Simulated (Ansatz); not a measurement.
**TiO2: other elements on the same sites**

Aim: put other elements on the sites of TiO2 (Ti → Hf), relax each crystal within the symmetry of the start, and see how size, gap and stability follow.

Method: DFT r2SCAN+U, scalar-relativistic, plane waves, PAW, in Ansatz 0.2.0.

### Step 1. Starting point

Symmetry: I4/m, No. 87, tetragonal system. Conventional cell: a = 8.702 Å, b = 8.702 Å, c = 3.775 Å, α = 90.00°, β = 90.00°, γ = 90.00°. Ti (site symmetry m) has 6 O at 1.80 to 2.26 Å as nearest neighbours. O (site symmetry m) is surrounded by 4 Ti at 1.95 to 2.26 Å. O (site symmetry m) is surrounded by 2 Ti at 1.80 to 1.81 Å.

Structure file:

```cif
data_structure
_symmetry_space_group_name_H-M 'P 1'
_symmetry_Int_Tables_number 1
_cell_length_a 6.4359
_cell_length_b 6.4359
_cell_length_c 6.4359
_cell_angle_alpha 94.934
_cell_angle_beta 94.934
_cell_angle_gamma 145.891
_cell_volume 142.92
loop_
_atom_site_label
_atom_site_type_symbol
_atom_site_fract_x
_atom_site_fract_y
_atom_site_fract_z
_atom_site_occupancy
Ti1 Ti 0.29228 0.00286 0.29514 1
Ti2 Ti 0.00286 0.70772 0.71057 1
Ti3 Ti 0.99714 0.29228 0.28943 1
Ti4 Ti 0.70772 0.99714 0.70486 1
O1 O 0.49886 0.15078 0.64965 1
O2 O 0.16166 0.84040 0.00206 1
O3 O 0.15078 0.50114 0.65192 1
O4 O 0.15960 0.16166 0.32126 1
O5 O 0.84040 0.83834 0.67874 1
O6 O 0.84922 0.49886 0.34808 1
O7 O 0.83834 0.15960 0.99794 1
O8 O 0.50114 0.84922 0.35035 1
```

Source of the structure: the Materials Project (structure only).

(A quick probe on a coarse mesh, which set the mesh and smearing, is not shown.)

### Step 3. Full relaxation

input.yaml reads:

```yaml
crystal:
  lattice:
    - [-4.3507577183, 4.3507577183, 1.8875555959]
    - [4.3507577183, -4.3507577183, 1.8875555959]
    - [4.3507577183, 4.3507577183, -1.8875555959]
  atoms:
    - { symbol: Ti, position: [0.2922817, 0.00285525, 0.29513695] }
    - { symbol: Ti, position: [0.00285525, 0.7077183, 0.71057354] }
    - { symbol: Ti, position: [0.99714475, 0.2922817, 0.28942646] }
    - { symbol: Ti, position: [0.7077183, 0.99714475, 0.70486305] }
    - { symbol: O, position: [0.49886382, 0.15078472, 0.64964854] }
    - { symbol: O, position: [0.16166201, 0.8403974, 0.00205942] }
    - { symbol: O, position: [0.15078471, 0.50113618, 0.65192089] }
    - { symbol: O, position: [0.15960259, 0.16166201, 0.32126461] }
    - { symbol: O, position: [0.8403974, 0.83833799, 0.67873539] }
    - { symbol: O, position: [0.84921528, 0.49886382, 0.34807911] }
    - { symbol: O, position: [0.83833799, 0.15960259, 0.99794058] }
    - { symbol: O, position: [0.50113618, 0.84921529, 0.35035146] }
basis:
  ecutwfc: 500
kpoints:
  mp_grid: { grid: [8, 8, 8] }
hamiltonian:
  xc: r2scan
  hubbard: { sites: [{ species: Ti, l: d, u_eff: 4.0 }] }
scf:
  occupations: { method: gaussian, width: 0.02 }
output:
  forces: true
  stress: true
  eigenvalues: true
  write_density: true
  write_potential: true
  elf: true
  volumetric_format: npy
relax:
  adjacent_minimum: "off"
  f_tol: 0.005
  max_steps: 80
  cell: { stress_tol: 0.05 }
```

Launch:

```bash
$ ansatz run input.yaml --threads 2 --pin off --max-ram 5120MiB --backend cpu --events-out ev --progress --plain --runs-dir out
```

Further runs follow: the gap over the whole zone; probe: one point at the start (HfO2); coarse relaxation (HfO2); full relaxation (HfO2); the gap over the whole zone (HfO2).

What does the calculation give? Wanted: relaxed cell; volume; Ti → Hf.

As calculated:

| quantity | value |
| --- | --- |
| relaxed cell (conventional) | a = 8.714 Å, b = 8.714 Å, c = 3.802 Å, α = 90.00°, β = 90.00°, γ = 90.00° |
| space group (0.01 Å) | I4/mmm (No. 139) |
| volume | 12.03 Å³/atom |
| Ti → Hf (HfO2) | 14.22 Å³/atom, gap 4.35 eV, ΔH_f -3.65 eV/atom |

In words: The cell grew by 1.0 % in volume on relaxing. The volume per atom moves by +18.2 % with Ti → Hf. Both keep a gap; it moves in HfO2, from 2.58 to 4.35 eV. These runs have no spin-orbit coupling; with Hf it would split and shift bands.
